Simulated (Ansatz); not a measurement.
**CoO: stress in a strained cell**

Aim: deform CoO (zz strain of +1 %) and compute stress, forces and field gradients with LAPW, PAW and all-electron datasets made for the crystal.

Program: Ansatz 0.2.0. Level of theory: DFT LDA, scalar-relativistic. These are calculated values, not measurements.

### 1 Starting point

It takes space group I4/mmm (No. 139, tetragonal). The conventional cell has a = 3.016 Å, b = 3.016 Å, c = 4.214 Å, α = 90.00°, β = 90.00°, γ = 90.00°. Around Co (site symmetry 4/mmm) lie 6 O at 2.11 to 2.13 Å. O (site symmetry 4/mmm) has 6 Co at 2.11 to 2.13 Å as nearest neighbours.

Structure file:

```cif
data_structure
_symmetry_space_group_name_H-M 'P 1'
_symmetry_Int_Tables_number 1
_cell_length_a 2.9981
_cell_length_b 2.9981
_cell_length_c 2.9981
_cell_angle_alpha 119.605
_cell_angle_beta 119.605
_cell_angle_gamma 90.686
_cell_volume 19.17
loop_
_atom_site_label
_atom_site_type_symbol
_atom_site_fract_x
_atom_site_fract_y
_atom_site_fract_z
_atom_site_occupancy
Co1 Co 0.00000 0.00000 0.00000 1
O1 O 0.50000 0.50000 0.00000 1
```

Atoms are numbered in the order of the input: Co1, O2.

### 2 The deformed structure

Space group I4/mmm before, I4/mmm after.

### 3 LAPW, all electrons

input.yaml reads:

```yaml
crystal:
  lattice:
    - [-1.5080001529, 1.5080001529, 2.1283224544]
    - [1.5080001529, -1.5080001529, 2.1283224544]
    - [1.5080001529, 1.5080001529, -2.1283224544]
  atoms:
    - { symbol: Co, position: [0.0, 0.0, 0.0], spin: 2.0 }
    - { symbol: O, position: [0.5, 0.5, 0.0] }
magnetization:
  spin_polarized: true
kpoints:
  mp_grid: { grid: [13, 13, 15] }
  band_path:
    path:
      - [0.0, 0.0, 0.0]
      - [0.0, 0.0, 0.5]
      - [0.25, 0.25, 0.25]
      - [0.0, 0.5, 0.0]
      - [0.0, 0.0, 0.0]
      - [0.5, 0.5, -0.5]
      - [0.3755069934, 0.6244930066, -0.3755069934]
      - [-0.3755069934, 0.3755069934, 0.3755069934]
      - [0.0, 0.0, 0.0]
    npoints: 5
scf:
  occupations: { method: fermi_dirac, width: 0.03 }
hamiltonian:
  xc: lda
  pseudopotentials: { kind: all_electron, lapw: { basis_error: 0.001 } }
output:
  forces: true
  stress: true
  eigenvalues: true
```

The run is started by

```console
$ ansatz run input.yaml --threads 1 --pin off --max-ram 3072MiB --backend cpu --events-out ev --progress --plain --runs-dir out
```

### 4 PAW with frozen cores

input.yaml reads:

```yaml
crystal:
  lattice:
    - [-1.5080001529, 1.5080001529, 2.1283224544]
    - [1.5080001529, -1.5080001529, 2.1283224544]
    - [1.5080001529, 1.5080001529, -2.1283224544]
  atoms:
    - { symbol: Co, position: [0.0, 0.0, 0.0], spin: 2.0 }
    - { symbol: O, position: [0.5, 0.5, 0.0] }
magnetization:
  spin_polarized: true
kpoints:
  mp_grid: { grid: [13, 13, 15] }
scf:
  occupations: { method: fermi_dirac, width: 0.03 }
hamiltonian:
  xc: lda
  pseudopotentials: { kind: paw }
output:
  forces: true
  stress: true
  eigenvalues: true
  efg: { contact_densities: true }
```

### 5 Datasets made for this crystal

Changes to input.yaml since step 4:

```diff
@@ -16,3 +16,3 @@
   xc: lda
-  pseudopotentials: { kind: paw }
+  pseudopotentials: { kind: all_electron, datasets: crystal }
 output:
```

(Steps that only read results are left out.)

What does the calculation give? Wanted: pressure; largest shear or deviatoric stress.

The runs gave:

| quantity | value |
| --- | --- |
| pressure | LAPW -19.14, PAW -19.02, crystal datasets -19.14 GPa |
| largest shear or deviatoric stress (LAPW) | 0.04 GPa |

In words: The largest part of the stress beyond the pressure is 0.04 GPa in size, in the zz component; the atoms are carried along and not relaxed. No run of the undeformed cell stands beside it, so the pressure holds what the given cell had before the change. PAW: stress within 0.12 GPa of LAPW. Crystal datasets: stress within 0.01 GPa of LAPW. The magnetic state is the one reached from the start moments in this cell; it needn't be the ground state. With one magnetic atom in the cell only ferromagnetic order fits; the real order can differ. No U acts on the open 3d shell, so the metal found here may be the functional's error. The k mesh doesn't keep the crystal's whole symmetry, which leaves small spurious terms.
